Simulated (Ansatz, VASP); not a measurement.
CoO in VASP and in Ansatz

File INCAR:

```
SYSTEM = CoO
PREC = Accurate
ENCUT = 520
EDIFF = 1E-6
ISMEAR = 0
SIGMA = 0.2
LREAL = .FALSE.
LASPH = .TRUE.
NELM = 150
ALGO = Normal
ISIF = 2
LWAVE = .FALSE.
LCHARG = .TRUE.
ISPIN = 2
MAGMOM = 2.75 0.38
LORBIT = 11
LMAXMIX = 4
GGA = PS
LELF = .TRUE.
LVHAR = .TRUE.
NBANDS = 18
```

KPOINTS

```
regular mesh
0
G
  9 9 9
  0 0 0
```

POSCAR

```
CoO
1.0
    1.5054695445      0.8691832468      2.4399269062
   -1.5054695445      0.8691832468      2.4399269062
    0.0000000000     -1.7383664936      2.4399269062
Co O
1 1
Direct
    0.0000000000      0.0000000000      0.0000000000
    0.5000000000      0.5000000000      0.5000000000
```

Input for Ansatz:

```yaml
crystal:
  lattice:
    - [1.5054695445, 0.8691832468, 2.4399269062]
    - [-1.5054695445, 0.8691832468, 2.4399269062]
    - [0.0, -1.7383664936, 2.4399269062]
  atoms:
    - { symbol: Co, position: [0.0, 0.0, 0.0], spin: 2.75 }
    - { symbol: O, position: [0.5, 0.5, 0.5], spin: 0.38 }
basis:
  ecutwfc: 420
kpoints:
  mp_grid: { grid: [9, 9, 9] }
hamiltonian:
  xc: pbesol
scf:
  occupations: { method: gaussian, width: 0.2 }
output:
  forces: true
  stress: true
  eigenvalues: true
  populations: true
magnetization:
  spin_polarized: true
```

Alike in both runs: task single point; functional PBEsol; k mesh 9 × 9 × 9; occupations gaussian, width 0.2 eV; collinear spin.

|  | VASP | Ansatz |
| --- | --- | --- |
| version | VASP 6.6.1 | Ansatz 0.2.0 |
| potentials or method | VASP PAW PBE potentials, release 64 (Co, O) | scalar-relativistic, plane waves, PAW |
| plane-wave cutoff (eV) | 520 | 420 |
| valence electrons in the cell | 15 | 23 |

```csv
,VASP,Ansatz,Ansatz less VASP
gap on the k mesh at the Fermi level (eV),none,none,-
pressure (GPa),-9.9,-9.3,+0.65
largest component of the traceless stress (GPa),0.09,0.12,+0.028
net moment per atom (μB),1.43,1.45,+0.013
size of the moment on the site where the two differ most (μB),2.52,2.46,-0.064
```

Site moments also hang on the region over which each program counts them. A gap of «none» marks a metal or a gap that the smearing closes. With one functional, cell and mesh, what is left measures potentials, basis and numerics. The two sets of potentials don't hold the same shells in valence.

Caveats: the PAW data sets were made with another functional, which shifts forces and pressure a little (VASP); a cell with one magnetic atom can't hold antiferromagnetic order, which such compounds often take; semilocal functionals often make such compounds metallic where correlation or magnetic order opens a gap, which also shifts bond lengths.
